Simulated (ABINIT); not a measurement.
# MgB2 (P6/mmm) in ABINIT: further runs

Aim: see how the results for MgB2 move with the level of theory and the settings. Levels: SOGGA, LDA. Tasks: band structure.

Program: ABINIT 10.8.3 (patched build). These are calculated values, not measurements. Logs are shortened: lines on timing, memory, paths and dates and some standing lists are left out, and cuts for length are marked. The log counts tension as positive stress, the text compression.

## (1) The crystal as given

Symmetry: P6/mmm, No. 191, hexagonal system. Conventional cell: a = 3.085 Å, b = 3.085 Å, c = 3.523 Å, α = 90.00°, β = 90.00°, γ = 120.00°. Around Mg (site symmetry 6/mmm) lie 12 B at 2.51 Å. Around B (site symmetry -6m2) lie 3 B at 1.78 Å.

## (2) Band structure, SOGGA

Contents of run.abi:

```
# Datasets: ground state, then fixed potential
ndtset 2

# Pseudopotentials
pp_dirpath "./"
pseudos "Mg.GGA_PBE-JTH.xml, B.GGA_PBE-JTH.xml"

# Structure
acell 3*1.0 Angstrom
rprim
     3.0850000000     0.0000000000     0.0000000000
    -1.5425000000     2.6716883707     0.0000000000
     0.0000000000     0.0000000000     3.5230000000
ntypat 2
znucl 12 5
natom 3
typat 1 2 2
xred
     0.0000000000     0.0000000000     0.0000000000
     0.6666666667     0.3333333333     0.5000000000
     0.3333333333     0.6666666667     0.5000000000

# Plane-wave basis
ecut 15.0
pawecutdg 30.0

# Exchange and correlation
ixc -150130

# Bands and occupations
occopt 3
tsmear 0.00183747

# SCF cycle
nstep 100

# Output
iomode 3
prtwf 0
prteig 0
prtebands 0
prtden1 1
prtvha1 1
prtvclmb1 1
prtpot1 1

# Dataset 1
kptopt1 1
ngkpt1 10 10 8
nshiftk1 1
shiftk1 0.0 0.0 0.0
nband1 12
tolvrs1 1.0e-9

# Dataset 2: bands along G-M-K-G-A-L-H-A
iscf2 -2
getden2 1
nband2 16
nbdbuf2 2
tolwfr2 1.0e-12
kptopt2 -7
ndivsm2 5
prteig2 1
kptbounds2
     0.0000000000     0.0000000000     0.0000000000
     0.5000000000     0.0000000000     0.0000000000
     0.3333333333     0.3333333333     0.0000000000
     0.0000000000     0.0000000000     0.0000000000
     0.0000000000     0.0000000000     0.5000000000
     0.5000000000     0.0000000000     0.5000000000
     0.3333333333     0.3333333333     0.5000000000
     0.0000000000     0.0000000000     0.5000000000
```

Potentials or basis: JTH PAW PBE v2.0.

Command:

```console
abinit run.abi > log 2>&1
```

run.abo:

```text
.Version 10.8.3 of ABINIT
 DATASET    1 : space group P6/m m m (#191); Bravais hP (primitive hexag.)
================================================================================
 Values of the parameters that define the memory need for DATASET  1.
     intxc =       0    ionmov =       0      iscf =      17    lmnmax =       8
     lnmax =       4     mgfft =      24  mpssoang =       2    mqgrid =    3001
     natom =       3  nloc_mem =       2    nspden =       1   nspinor =       1
    nsppol =       1      nsym =      24    n1xccc =       1    ntypat =       2
    occopt =       3   xclevel =       2
       mpw =         553          nfft =       13824          nkpt =          70
 PAW method is used; the additional fine FFT grid is defined by:
   mgfftf=        36    nfftf =     32400
================================================================================
================================================================================

 DATASET    2 : space group P6/m m m (#191); Bravais hP (primitive hexag.)
================================================================================
 Values of the parameters that define the memory need for DATASET  2.
     intxc =       0    ionmov =       0      iscf =      -2    lmnmax =       8
     lnmax =       4     mgfft =      24  mpssoang =       2    mqgrid =    3001
     natom =       3  nloc_mem =       2    nspden =       1   nspinor =       1
    nsppol =       1      nsym =      24    n1xccc =       1    ntypat =       2
    occopt =       3   xclevel =       2
       mpw =         557          nfft =       13824          nkpt =          56
 PAW method is used; the additional fine FFT grid is defined by:
   mgfftf=        36    nfftf =     32400
================================================================================
================================================================================

--------------------------------------------------------------------------------
------------- Echo of variables that govern the present computation ------------
--------------------------------------------------------------------------------
 -outvars: echo values of preprocessed input variables --------
            acell      1.8897261259E+00  1.8897261259E+00  1.8897261259E+00 Bohr
              amu      2.43050000E+01  1.08110000E+01
             ecut      1.50000000E+01 Hartree
           getden1          0
           getden2          1
             iscf1         17
             iscf2         -2
                       outvar_i_n : Printing only first  50 k-points.
              ixc     -150130
           jdtset        1    2
                       outvar_i_n : Printing only first  50 k-points.
           kptopt1          1
           kptopt2         -7
         kptrlatt       10    0    0      0   10    0      0    0    8
          kptrlen1     5.32600411E+01
          kptrlen2     3.00000000E+01
            natom           3
            nband1         12
            nband2         16
           nbdbuf1          0
           nbdbuf2          2
           ndtset           2
           ndivsm1          0
           ndivsm2          5
            ngfft          24      24      24
          ngfftdg          30      30      36
             nkpt1         70
             nkpt2         56
            nstep         100
             nsym          24
           ntypat           2
                       prtocc : prtvol=0, do not print more k-points.
           occopt           3
        pawecutdg      3.00000000E+01 Hartree
         pawxcdev           0
        prtebands           0
           prteig1          0
           prteig2          1
           prtpot1          1
           prtpot2          0
         prtvclmb1          1
         prtvclmb2          0
           prtvha1          1
           prtvha2          0
            prtwf           0
            rprim      3.0850000000E+00  0.0000000000E+00  0.0000000000E+00
                      -1.5425000000E+00  2.6716883707E+00  0.0000000000E+00
                       0.0000000000E+00  0.0000000000E+00  3.5230000000E+00
           shiftk1     0.00000000E+00  0.00000000E+00  0.00000000E+00
           shiftk2     5.00000000E-01  5.00000000E-01  5.00000000E-01
          spgroup         191
           tolvrs1     1.00000000E-09
           tolvrs2     0.00000000E+00
[... 267 lines left out ...]
 -2.4835E+00 -1.2673E+00 -1.2672E+00 -1.2668E+00 -1.9915E-01  1.4928E-01
  2.6000E-01  2.6560E-01  3.1446E-01  4.8440E-01  4.9453E-01  5.5733E-01
[... 311 lines left out ...]
  2.4938E-01  2.6257E-01  4.8848E-01  5.0144E-01  5.2951E-01  6.2600E-01
  6.4096E-01  6.5203E-01  7.1158E-01  7.8498E-01
 Non-SCF case, kpt   55 (  0.03333  0.03333  0.50000), residuals and eigenvalues=
  6.96E-13  2.80E-13  2.84E-13  6.23E-13  5.64E-13  7.02E-13  5.76E-13  2.63E-13
  7.10E-13  2.88E-13  1.68E-13  4.67E-13  8.08E-13  7.64E-13  8.24E-12  2.01E-06
 -2.4835E+00 -1.2672E+00 -1.2672E+00 -1.2671E+00 -1.5111E-01 -1.7008E-02
  2.7462E-01  2.7892E-01  4.9845E-01  5.0738E-01  5.2900E-01  6.2189E-01
  6.2473E-01  6.8191E-01  7.0004E-01  7.6442E-01
 Non-SCF case, kpt   56 (  0.00000  0.00000  0.50000), residuals and eigenvalues=
  6.67E-13  4.22E-13  4.78E-13  5.14E-13  6.20E-13  1.51E-13  7.81E-13  1.77E-13
  4.58E-13  1.34E-13  7.57E-13  6.84E-13  6.38E-13  9.88E-13  3.00E-12  1.09E-06
 -2.4835E+00 -1.2672E+00 -1.2672E+00 -1.2671E+00 -1.5303E-01 -1.9457E-02
  2.8475E-01  2.8475E-01  4.9780E-01  4.9780E-01  5.4703E-01  6.1976E-01
  6.2003E-01  6.9340E-01  6.9340E-01  7.5498E-01

--- !ResultsGS
iteration_state: {dtset: 2, }
comment   : Summary of ground state results
lattice_vectors:
- [  5.8298051,   0.0000000,   0.0000000, ]
- [ -2.9149025,   5.0487593,   0.0000000, ]
- [  0.0000000,   0.0000000,   6.6575051, ]
lattice_lengths: [   5.82981,    5.82981,    6.65751, ]
lattice_angles: [ 90.000,  90.000, 120.000, ] # degrees, (23, 13, 12)
lattice_volume:   1.9595223E+02
convergence: {deltae:  0.000E+00, res2:  0.000E+00, residm:  9.931E-13, diffor:  0.000E+00, }
etotal    :  -6.91027607E+01
entropy   :   0.00000000E+00
fermie    :   2.57257642E-01
cartesian_stress_tensor: null
pressure_GPa: null
xred      :
- [  0.0000E+00,   0.0000E+00,   0.0000E+00, Mg]
- [  6.6667E-01,   3.3333E-01,   5.0000E-01,  B]
- [  3.3333E-01,   6.6667E-01,   5.0000E-01,  B]
cartesian_forces: null
force_length_stats: {min: null, max: null, mean: null, }
...

 Integrated electronic density in atomic spheres:
 ------------------------------------------------
 Atom  Sphere_radius  Integrated_density
    1        1.90158          8.26939485
    2        1.70617          1.81671570
    3        1.70617          1.81671570

================================================================================

 ----iterations are completed or convergence reached----

 Mean square residual over all n,k,spin=   43.564E-14; max=  99.307E-14
 reduced coordinates (array xred) for    3 atoms
       0.000000000000      0.000000000000      0.000000000000
       0.666666666667      0.333333333333      0.500000000000
       0.333333333333      0.666666666667      0.500000000000

 cartesian coordinates (angstrom) at end:
    1      0.00000000000000     0.00000000000000     0.00000000000000
    2      1.54250000000000     0.89056279023333     1.76150000000000
    3     -0.00000000000000     1.78112558046667     1.76150000000000
 length scales=  1.889726125908  1.889726125908  1.889726125908 bohr
              =  1.000000000000  1.000000000000  1.000000000000 angstroms
 Eigenvalues (hartree) for nkpt=  56  k points:
 kpt#   1, nband= 16, wtk=  1.00000, kpt=  0.0000  0.0000  0.0000 (reduced coord)
  -2.48352   -1.26723   -1.26723   -1.26683   -0.20113    0.14736    0.27059    0.27059
   0.31274    0.48554    0.48554    0.55302    0.62179    0.71315    0.84401    0.84401
 kpt#   2, nband= 16, wtk=  1.00000, kpt=  0.0556  0.0000  0.0000 (reduced coord)
  -2.48351   -1.26729   -1.26725   -1.26682   -0.19915    0.14928    0.26000    0.26560
   0.31446    0.48440    0.49453    0.55733    0.61463    0.72359    0.83395    0.83936
 kpt#   3, nband= 16, wtk=  1.00000, kpt=  0.1111  0.0000  0.0000 (reduced coord)
  -2.48350   -1.26742   -1.26728   -1.26680   -0.19320    0.15502    0.23222    0.25288
   0.31983    0.47837    0.51919    0.57033    0.59428    0.75201    0.81122    0.82801
 kpt#   4, nband= 16, wtk=  1.00000, kpt=  0.1667  0.0000  0.0000 (reduced coord)
  -2.48348   -1.26761   -1.26733   -1.26677   -0.18334    0.16453    0.19471    0.23664
   0.32882    0.46751    0.55506    0.56365    0.58639    0.78796    0.79251    0.80750
 kpt#   5, nband= 16, wtk=  1.00000, kpt=  0.2222  0.0000  0.0000 (reduced coord)
  -2.48346   -1.26787   -1.26739   -1.26673   -0.16961    0.15303    0.17768    0.22012
   0.34101    0.45527    0.52643    0.59531    0.59838    0.77524    0.77633    0.80085
 kpt#   6, nband= 16, wtk=  1.00000, kpt=  0.2778  0.0000  0.0000 (reduced coord)
  -2.48344   -1.26815   -1.26744   -1.26668   -0.15210    0.11039    0.19424    0.20521
[... 137 lines left out ...]
  -2.48344   -1.26787   -1.26740   -1.26700   -0.12235    0.01909    0.18333    0.20996
   0.39352    0.52050    0.56016    0.57371    0.65475    0.71307    0.73576    0.80691
 kpt#  53, nband= 16, wtk=  1.00000, kpt=  0.1000  0.1000  0.5000 (reduced coord)
  -2.48346   -1.26761   -1.26730   -1.26705   -0.13575    0.00240    0.21726    0.23848
   0.44113    0.50851    0.55325    0.60378    0.64208    0.67074    0.72325    0.79192
 kpt#  54, nband= 16, wtk=  1.00000, kpt=  0.0667  0.0667  0.5000 (reduced coord)
  -2.48348   -1.26741   -1.26724   -1.26709   -0.14535   -0.00969    0.24938    0.26257
   0.48848    0.50144    0.52951    0.62600    0.64096    0.65203    0.71158    0.78498
 kpt#  55, nband= 16, wtk=  1.00000, kpt=  0.0333  0.0333  0.5000 (reduced coord)
  -2.48349   -1.26725   -1.26722   -1.26711   -0.15111   -0.01701    0.27462    0.27892
   0.49845    0.50738    0.52900    0.62189    0.62473    0.68191    0.70004    0.76442
 kpt#  56, nband= 16, wtk=  1.00000, kpt=  0.0000  0.0000  0.5000 (reduced coord)
  -2.48350   -1.26722   -1.26722   -1.26712   -0.15303   -0.01946    0.28475    0.28475
   0.49780    0.49780    0.54703    0.61976    0.62003    0.69340    0.69340    0.75498

== END DATASET(S) ==============================================================
================================================================================

 -outvars: echo values of variables after computation  --------
            acell      1.8897261259E+00  1.8897261259E+00  1.8897261259E+00 Bohr
           etotal1    -6.9102760735E+01
            fcart1    -2.1169302228E-29 -4.7777309147E-29 -0.0000000000E+00
                       7.6979280831E-30  2.8888605531E-29 -0.0000000000E+00
                       1.3471374145E-29  1.8888703616E-29 -0.0000000000E+00
            rprim      3.0850000000E+00  0.0000000000E+00  0.0000000000E+00
                      -1.5425000000E+00  2.6716883707E+00  0.0000000000E+00
                       0.0000000000E+00  0.0000000000E+00  3.5230000000E+00
           strten1     1.2984818472E-04  1.2984818456E-04  1.4901621433E-04
                       0.0000000000E+00  0.0000000000E+00  0.0000000000E+00
           xangst      0.0000000000E+00  0.0000000000E+00  0.0000000000E+00
                       1.5425000000E+00  8.9056279023E-01  1.7615000000E+00
                      -7.9179547778E-18  1.7811255805E+00  1.7615000000E+00
             xred      0.0000000000E+00  0.0000000000E+00  0.0000000000E+00
                       6.6666666667E-01  3.3333333333E-01  5.0000000000E-01
                       3.3333333333E-01  6.6666666667E-01  5.0000000000E-01
 Calculation completed.
```

Run time: 19 s. Hardware: 1 thread of INTEL XEON PLATINUM 8581C at 2.30GHz (Emerald Rapids), shared host; peak memory 0.11 GiB.

Results:

| Quantity | Value |
| --- | --- |
| Free energy | -1880.3819 eV |
| Band gap on the k mesh | none (metal or under the smearing width) |

Levels at the corners of the path, in eV from the Fermi level:
```
point  band 6  band 7  band 8  band 9  band 10  band 11
    Γ   -2.99    0.36    0.36    1.51     6.21     6.21
    M   -7.90   -2.20    0.16    3.01     3.72     5.19
    K   -7.28   -5.96    1.75    1.75     6.04     6.04
    Γ   -2.99    0.36    0.36    1.51     6.21     6.21
    A   -7.53    0.75    0.75    6.55     6.55     7.89
    L   -6.97   -3.65   -1.90   -1.41     5.59     8.66
    H   -6.37   -5.26   -2.10   -2.10     3.42    11.49
    A   -7.53    0.75    0.75    6.55     6.55     7.89
```

Caveat: the cutoff is too short for stress, so the log's stress isn't used; the PAW data sets were made with another functional, which shifts forces and pressure a little; the atomic spheres overlap.

## (3) Band structure, LDA

Changes to run.abi since step 2:

```diff
@@ -5,10 +5,10 @@
 pp_dirpath "./"
-pseudos "Mg.GGA_PBE-JTH.xml, B.GGA_PBE-JTH.xml"
+pseudos "Mg.upf, B.upf"
 
 # Structure
-acell 3*1.0 Angstrom
+acell 5.8298050945 5.8298050945 6.6575051371
 rprim
-     3.0850000000     0.0000000000     0.0000000000
-    -1.5425000000     2.6716883707     0.0000000000
-     0.0000000000     0.0000000000     3.5230000000
+     1.0000000000     0.0000000000     0.0000000000
+    -0.5000000000     0.8660254038     0.0000000000
+     0.0000000000     0.0000000000     1.0000000000
 ntypat 2
@@ -23,7 +23,6 @@
 # Plane-wave basis
-ecut 15.0
-pawecutdg 30.0
+ecut 42.0
 
 # Exchange and correlation
-ixc -150130
+ixc 7
 
@@ -31,3 +30,3 @@
 occopt 3
-tsmear 0.00183747
+tsmear 0.05 eV
 
@@ -41,6 +40,4 @@
 prtebands 0
+enunit 1
 prtden1 1
-prtvha1 1
-prtvclmb1 1
-prtpot1 1
 
@@ -52,3 +49,3 @@
 nband1 12
-tolvrs1 1.0e-9
+tolvrs1 1.0e-10
 
@@ -61,4 +58,5 @@
 kptopt2 -7
-ndivsm2 5
+ndivsm2 6
 prteig2 1
+prtvol2 -3
 kptbounds2
```

Potentials or basis: PseudoDojo NC SR LDA v0.4.1 standard.

Command:

```console
abinit run.abi > log 2>&1
```

Run time: 54 s. Hardware: 1 thread of INTEL XEON PLATINUM 8581C at 2.30GHz (Emerald Rapids), shared host; peak memory 0.11 GiB.

It converged, with:

```
Free energy                                           : -1774.4694 eV
Pressure                                              : -7.3 GPa
Band gap on the k mesh                                : none (metal or under the smearing width)
Valence electrons inside the program's atomic spheres : Mg 8.37; B 2.64
```

Stress tensor (GPa, compression positive):
```
-7.51  0.00  0.00
 0.00 -7.51  0.00
 0.00  0.00 -6.78
```

Levels at the corners of the path, in eV from the Fermi level:
| point | band 4 | band 5 | band 6 | band 7 | band 8 | band 9 | band 10 | band 11 | band 12 | band 13 |
| --- | --- | --- | --- | --- | --- | --- | --- | --- | --- | --- |
| Γ | -42.03 | -12.34 | -2.97 | 0.32 | 0.32 | 1.61 | 6.24 | 6.24 | 8.16 | 9.76 |
| M | -42.02 | -8.44 | -7.81 | -2.21 | 0.18 | 3.01 | 3.89 | 5.26 | 6.93 | 12.32 |
| K | -42.02 | -7.19 | -7.19 | -5.89 | 1.76 | 1.76 | 6.10 | 6.10 | 8.65 | 8.76 |
| Γ | -42.03 | -12.34 | -2.97 | 0.32 | 0.32 | 1.61 | 6.24 | 6.24 | 8.16 | 9.76 |
| A | -42.04 | -11.02 | -7.48 | 0.69 | 0.69 | 6.61 | 6.61 | 7.83 | 9.80 | 9.93 |
| L | -42.03 | -7.45 | -6.88 | -3.59 | -1.91 | -1.37 | 5.73 | 8.53 | 8.77 | 12.81 |
| H | -42.03 | -6.28 | -6.28 | -5.20 | -2.05 | -2.05 | 3.37 | 11.48 | 11.81 | 11.81 |
| A | -42.04 | -11.02 | -7.48 | 0.69 | 0.69 | 6.61 | 6.61 | 7.83 | 9.80 | 9.93 |
